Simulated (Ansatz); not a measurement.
A plane-wave DFT run in Ansatz 0.2.0 (scalar-relativistic PAW potentials unless the input names others): input and command.

```yaml
crystal:
  lattice:
    - [0.0, 2.8032109041, 2.8032109041]
    - [2.8032109041, 0.0, 2.8032109041]
    - [2.8032109041, 2.8032109041, 0.0]
  atoms:
    - { symbol: Zn, position: [0.0, 0.0, 0.0], spin: 2.0 }
    - { symbol: S, position: [0.75, 0.75, 0.75] }
basis:
  ecutwfc: 420
kpoints:
  mp_grid: { grid: [8, 8, 8] }
hamiltonian:
  xc: pbe
scf:
  occupations: { method: gaussian, width: 0.05 }
  max_iter: 100
output:
  forces: true
  eigenvalues: true
  stress: true
```

```bash
ansatz run input.yaml --threads 2 --pin off --max-ram 5120MiB --backend cpu --events-out ev --progress --plain --runs-dir out
```

Question: What will the program do with this input?

Answer: The program refuses it, because of a moment without spin polarisation (crystal.atoms[0].spin: not typed → 2.0). Without that key it is accepted.

Abridged log:
```
Error: inconsistent input (magnetization.spin_polarized): false but per-atom `spin:`, `per_species`, `initial_magnetization`, `magnetic_field`, or `spin_locking` is set
```